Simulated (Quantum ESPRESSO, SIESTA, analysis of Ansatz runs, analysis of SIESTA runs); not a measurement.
# Levels of V_N in GaN (F-43m), rung by rung (SIESTA and Quantum ESPRESSO), part 3 of 4

Question: at which Fermi levels does V_N in GaN (F-43m) change its charge, and how much of the answer depends on the basis and the program? The model is a cell of 54 host atoms with 1 N taken out.

SIESTA and Quantum ESPRESSO ; SIESTA numerical-orbital DFT, PBEsol, DZP basis, PseudoDojo 0.4.1 potentials converted to PSML; charged supercells in a uniform background, point-charge correction with alignment at far sites.

So far. Step 2 (Band edges): The gap at this level is 1.65 eV. Step 3 (Relaxing each charge state): Against the host's sites the lattice moves most at charge +3 (0.34 Å); the smallest move among the states is 0.03 Å.

## Step 4: Corrections and levels

A charged cell interacts with its images and the background. The point-charge term, screened by the static dielectric constant, takes that out, and the potential far from the defect is aligned with the host's. Chemical potentials: Ga (alpha-Ga (Cmce)) and N (N2 molecule), run alike.

By state, in eV; the first energy still holds the atoms taken out or put in:

```csv
charge,moment (μB),"energy over the host, electrons at the valence top",point-charge term,potential shift at far sites,its spread,correction
−1,0,286.819,0.226,0.085,0.026,0.141
0,1,284.574,0.000,-,-,0.000
+1,0,282.362,0.226,-0.015,0.037,0.211
+2,1,282.220,0.903,-0.083,0.084,0.737
+3,0,281.719,2.033,-0.140,0.137,1.611
```

Potentials at atomic sites for charge −1, some of the atoms; distances and the model charge refer to the site on which the defect was built:

```csv
atom,distance from that site (Å),potential less the host's (eV),point-charge model (eV)
Ga27,1.824,0.384,0.297
N10,3.186,0.143,0.015
N24,3.195,0.157,0.014
N12,3.208,0.160,0.013
Ga46,3.747,0.024,-0.033
Ga34,3.752,0.023,-0.033
N41,4.526,0.008,-0.076
Ga19,4.928,0.055,-0.063
N8,5.541,-0.021,-0.076
N2,5.542,0.002,-0.076
Ga13,5.879,-0.034,-0.093
```

Over the charge states the far sites scatter by a standard deviation of up to 0.14 eV about the model, a measure of how poorly the alignment is known.

Limit set by the element alone; other compounds of these elements are not counted. Chemical potentials from the elements' reference states: Ga 0.00 eV, N -1.56 eV. Formation energy by charge state (Ga-rich; gap 1.65 eV):

```csv
charge,at valence top (eV),at conduction bottom (eV),correction included (eV)
+3,1.20,6.15,1.61
+2,0.83,4.13,0.74
+1,0.44,2.09,0.21
0,2.45,2.45,0.00
−1,4.83,3.18,0.14
```

Fermi level (eV), lowest formation energy (eV) and a bar from the least value:
```
     0.00       0.44 
     0.15       0.59 ###
     0.30       0.74 #####
     0.45       0.89 ########
     0.60       1.04 ###########
     0.75       1.19 ##############
     0.90       1.35 ################
     1.05       1.50 ###################
     1.20       1.65 ######################
     1.35       1.80 #########################
     1.50       1.94 ###########################
     1.65       2.09 ##############################
```

Limit set by the element alone; other compounds of these elements are not counted. Chemical potentials from the elements' reference states: N 0.00 eV, Ga -1.56 eV. Formation energies (N-rich), with the Fermi level at the valence top and at the conduction bottom (gap 1.65 eV):

```csv
charge,at valence top (eV),at conduction bottom (eV),correction included (eV)
+3,2.76,7.72,1.61
+2,2.39,5.69,0.74
+1,2.01,3.66,0.21
0,4.01,4.01,0.00
−1,6.39,4.74,0.14
```

(Fermi level (eV), lowest formation energy (eV)): (0.00, 2.01), (0.15, 2.16), (0.30, 2.31), (0.45, 2.46), (0.60, 2.61), (0.75, 2.76), (0.90, 2.91), (1.05, 3.06), (1.20, 3.21), (1.35, 3.36), (1.50, 3.51), (1.65, 3.66)

So at this level: (+3/+2) at -0.37 eV (0.50 without the correction), (+2/+1) at -0.38 eV (0.14 without the correction), (+1/0) at 2.00 eV (2.21 without the correction) and (0/−1) at 2.39 eV (2.24 without the correction), in a gap of 1.65 eV. (+3/+2), (+2/+1), (+1/0) and (0/−1) lie outside the gap, so the charge beyond is not the lowest at any Fermi level in the gap, within the error of the correction. Charge +2 is not the lowest at any Fermi level, so the levels next to it are not crossed: the charge changes at (+3/+1), -0.38 eV.

## Step 5: SIESTA, PBEsol, DZP, energy shift 0.02 Ry, with orbitals at the vacancy, 2×2×2

The orbitals' energy shift goes from 0.005 to 0.02 Ry on the same structures. A larger shift confines the orbitals more: the run is cheaper, and the tails that carry anions and vacancy electrons are cut.

The input, defect.fdf:

```
SystemName                      Ga27N26
SystemLabel                     defect
NumberOfSpecies                 3
NumberOfAtoms                   54
%block ChemicalSpeciesLabel
  1   31 Ga
  2    7 N
  3   -7 N_ghost
%endblock ChemicalSpeciesLabel
LatticeConstant                 1.0 Ang
%block LatticeVectors
     0.002625000     6.793473000     6.793473000
     6.793473000     0.002625000     6.793473000
     6.793473000     6.793473000     0.002625000
%endblock LatticeVectors
AtomicCoordinatesFormat         Fractional
%block AtomicCoordinatesAndAtomicSpecies
    -0.000289717    -0.000041442     0.000655084  1
     0.083097948     0.083478460     0.083683736  2
    -0.000043026     0.000294487     0.333603817  1
[... 7 atom lines left out ...]
     0.000235961     0.333162275     0.667461173  1
[... 11 atom lines left out ...]
     0.333367279     0.001182256     0.666198466  1
[... 4 atom lines left out ...]
     0.337356017     0.338826084     0.650723950  1
     0.415874766     0.417025874     0.748949810  2
[... 3 atom lines left out ...]
     0.416067594     0.749635802     0.416171999  2
[... 11 atom lines left out ...]
     0.748322762     0.416817478     0.416471424  2
[... 8 atom lines left out ...]
     0.416639789     0.416639789     0.416639789  3
%endblock AtomicCoordinatesAndAtomicSpecies
%block kgrid.MonkhorstPack
    2   0   0  0.50
    0   2   0  0.50
    0   0   2  0.50
%endblock kgrid.MonkhorstPack
XC.Functional                   GGA
XC.Authors                      PBEsol
PAO.BasisSize                   DZP
PAO.EnergyShift                 0.02 Ry
Mesh.Cutoff                     300 Ry
NetCharge                       -1.0
OccupationFunction              FD
ElectronicTemperature           0.01 eV
MaxSCFIterations                150
SCF.MustConverge                true
SCF.Mixer.Method                Pulay
SCF.Mixer.Weight                0.2
SCF.Mixer.History               10
SCF.DM.Tolerance                1.0e-4
SCF.H.Tolerance                 1.0e-3 eV
WriteForces                     true
Charge.Mulliken                 end
SaveRho                         true
SaveElectrostaticPotential      true
Charge.Hirshfeld                end
Charge.Voronoi                  end
```

Launch:

```
$ OMP_NUM_THREADS=1 siesta defect.fdf > defect.out
```

Log:

```text
Version         : 5.4.2

                           ***********************
                           *  WELCOME TO SIESTA  *
                           ***********************

[...]
reinit: Reading from file defect.fdf

reinit: -----------------------------------------------------------------------
reinit: System Name: Ga27N26
reinit: -----------------------------------------------------------------------
reinit: System Label: defect
reinit: -----------------------------------------------------------------------

initatom: Reading input for the pseudopotentials and atomic orbitals ----------
Species number:   1 Atomic number:   31 Label: Ga
Species number:   2 Atomic number:    7 Label: N
Species number:   3 Atomic number:   -7 Label: N_ghost (floating PAOs)

[... pseudopotential checks and orbital generation ...]

prinput: Basis input

PAO.BasisType split

%block ChemicalSpeciesLabel
    1   31 Ga                      # Species index, atomic number, species label
    2    7 N                       # Species index, atomic number, species label
    3   -7 N_ghost                 # Species index, atomic number, species label
%endblock ChemicalSpeciesLabel

%block PAO.Basis                 # Define Basis set
# WARNING: This information might be incomplete!
Ga                    4                    # Species label, number of l-shells
 n=4   0   2                         # n, l, Nzeta
   5.264      3.925
   1.000      1.000
 n=4   1   2                         # n, l, Nzeta
   7.053      5.355
[...]
n=3   2   1                         # n, l, Nzeta
   2.816
   1.000
 n=4   2   1                         # n, l, Nzeta
   7.053
   1.000
N                     2                    # Species label, number of l-shells
[...]
(Free)E + p*V (eV/cell)   -63397.9861
Target enthalpy (eV/cell)   -63392.3298
[...]
siesta: Final energy (eV):
siesta:  Band Struct. =   -7188.286027
siesta:       Kinetic =   51067.035104
siesta:       Hartree =   16039.015214
siesta:         Exch. =  -16327.918445
siesta:         Corr. =   -1054.642103
siesta:   Exch.-corr. =  -17382.560548
siesta:  Ion-electron =  -78041.955931
siesta:       Ion-ion =  -35073.863614
siesta:         Total =  -63392.329775
siesta:         Fermi =      -2.284993
[...]
siesta: Atomic forces (eV/Ang):
siesta:      1    0.009416   -0.006606    0.025829
siesta:      2    0.009485    0.005983    0.015339
siesta:      3    0.007291   -0.000059    0.010436
[...]
siesta:     53   -0.006883    0.006896    0.000870
siesta:     54   -0.001730   -0.003796   -0.002322
siesta: ----------------------------------------
siesta:    Tot   -0.106814    0.039907   -0.012182
[...]
siesta: Stress tensor (static) (eV/Ang**3):
siesta:     0.008984    0.001752    0.001924
siesta:     0.001752    0.008894    0.001865
siesta:     0.001924    0.001865    0.009199
[...]
siesta: Cell volume =        626.691445 Ang**3
[...]
siesta: Pressure (static):
siesta:                Solid            Molecule  Units
siesta:          -0.00009830         -0.00010372  Ry/Bohr**3
siesta:          -0.00902564         -0.00952336  eV/Ang**3
siesta:         -14.46067700        -15.25810452  kBar
[...]
mulliken: Qtot =      482.000

Mulliken Atomic Populations:
Atom #   charge [q] valence [e]  Species
     1     0.350310   12.649690  Ga
     2    -0.393462    5.393462  N
     3     0.333016   12.666984  Ga
     4    -0.392920    5.392920  N
     5     0.350223   12.649777  Ga
     6    -0.392679    5.392679  N
[...]
50     0.354013   12.645987  Ga
    51    -0.384069    5.384069  N
    52     0.367151   12.632849  Ga
    53    -0.385400    5.385400  N
    54     4.792396    0.207604  N_ghost
 Total     4.000000

[...]
Job completed
```

It took 4.3 min on 1 MPI rank of Arm Neoverse V2, shared host; peak memory 0.88 GiB.

On the kept structures the largest force at this level is 0.32 eV/Å, so they are not at rest here, and a relaxation would lower the states by unlike amounts.

At charge 0 and +2 filled and empty levels, counted over both spins and all k-points, touch or overlap: the last carrier shares a level or a band, or the held moment keeps an electron of one spin above an empty level of the other.

By state, in eV; the first energy still holds the atoms taken out or put in:

```csv
charge,moment (μB),"energy over the host, electrons at the valence top",point-charge term,potential shift at far sites,its spread,correction
−1,0,286.789,0.226,0.067,0.025,0.159
0,1,284.518,0.000,-,-,0.000
+1,0,282.295,0.226,-0.031,0.038,0.195
+2,1,282.200,0.903,-0.101,0.085,0.702
+3,0,281.864,2.033,-0.158,0.137,1.559
```

Against the first level the gap goes from 1.65 to 1.75 eV, and the level that moves most, (+3/+2), from -0.37 to -0.52 eV.

[end of part 3 of 4]

[Logs are printed without paths, hosts, clocks, repeated set-up lines and the standing remarks that a program may print on its own settings, such as how far it seeks lower states.]

[Hosts, paths, dates, database ids (printed as entryN), source tags and the programs' standing remarks are cut or masked in the printed files.]

[For some hosts the program warned that the k-mesh of the response run may be too coarse for force constants and the static dielectric constant; such warnings are not shown here.]

[Charge tables in the logs are Mulliken or Hirshfeld populations, whose sizes and signs can differ; where basis functions stand at a vacancy, SIESTA counts their charge against the missing atom's valence.]

[In relaxation paths of CP2K, step 0 can be the structure after the first move, since the trajectory file begins there, and the last row can be the final structure solved once more.]
